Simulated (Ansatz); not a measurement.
# Computed properties of ZnS (zincblende)

Measured values to be reproduced:
- lattice constant a: 5.411 Å (cubic a, untreated; bracketed figure appears to be the next digit, not an uncertainty; powder X-ray diffraction; ceramic; commercial polycrystalline ceramic window; bracketed digit ambiguous (next digit or uncertainty); “On the Surface Hardening of Zinc Sulfide Windows by Gallium Sulfide”, 2024, pmc:11595366)
- band gap: 3.85 eV (direct gap E0 at Gamma; 19 K; measured value quoted from literature; literature value at 19 K; includes electron-phonon renormalization, which the paper puts at about 0.1 eV; quoted in “Electronic, vibrational, and thermodynamic properties of ZnS (zincblende and rocksalt structure)”, 2009, arxiv:0911.5022)

The calculated numbers come from the PAW code Ansatz. Calculated for a static, non-magnetic cell.

Zincblende ZnS, relaxed with r2SCAN. The symmetry is F-43m (No. 216, cubic); a = 5.388 Å in the conventional setting, 19.55 Å³ an atom. Zn has 4 S at 2.33 Å; S has 4 Zn at 2.33 Å.

```cif
data_structure
_symmetry_space_group_name_H-M 'P 1'
_symmetry_Int_Tables_number 1
_cell_length_a 3.8100
_cell_length_b 3.8100
_cell_length_c 3.8100
_cell_angle_alpha 60.000
_cell_angle_beta 60.000
_cell_angle_gamma 60.000
_cell_volume 39.11
loop_
_atom_site_label
_atom_site_type_symbol
_atom_site_fract_x
_atom_site_fract_y
_atom_site_fract_z
_atom_site_occupancy
Zn1 Zn 0.00000 0.00000 0.00000 1
S1 S 0.25000 0.25000 0.25000 1
```

Band edges at fixed r2SCAN geometry:
```csv
level,k mesh,gap (eV),kind,edges,least direct gap (eV),rough cost
PBE,8×8×8,2.15,direct,Γ,2.15,3 core-seconds
r2SCAN,8×8×8,2.71,direct,Γ,2.71,5 core-seconds
HSE06,6×6×6,3.38,direct,Γ,3.38,70 core-seconds
PBE0,6×6×6,4.04,direct,Γ,4.04,70 core-seconds
```
PBE: smearing of 0.02 eV; the others have fixed occupations.
Wave cutoffs: 420 eV, 500 eV (r2SCAN).
Costs come from shared machines and give only the order; PBE's includes the band path. The runs had 2 threads of Arm Neoverse V1 (shared host).

HSE06 gives a direct gap of 3.38 eV at Γ.

r2SCAN covers 45 % of the step from PBE to HSE06, while HSE06 needs about 14 times r2SCAN's cost (on a coarser mesh). All these functionals give a gap of the same kind, direct.

Calculation and measurement side by side:
- Lattice constant a, measured 5.411 Å: PBE 5.444 (+0.6 %), r2SCAN 5.388 (-0.4 %).
- Gap, measured 3.85 eV (direct): PBE 2.15 (-1.70), r2SCAN 2.71 (-1.14), HSE06 3.38 (-0.47), PBE0 4.04 (+0.19) eV.
The calculated lattice is static; the measured one holds thermal expansion and zero-point motion. Measured gaps include zero-point and thermal shifts, optical ones also the exciton binding, and spin-orbit coupling, which these levels lack. Reports marked as nanostructured, strained, doped, implanted or mixed samples, and transport gaps, were set aside.

The meshes of the hybrids are coarse, so their gaps aren't converged to the digits shown.
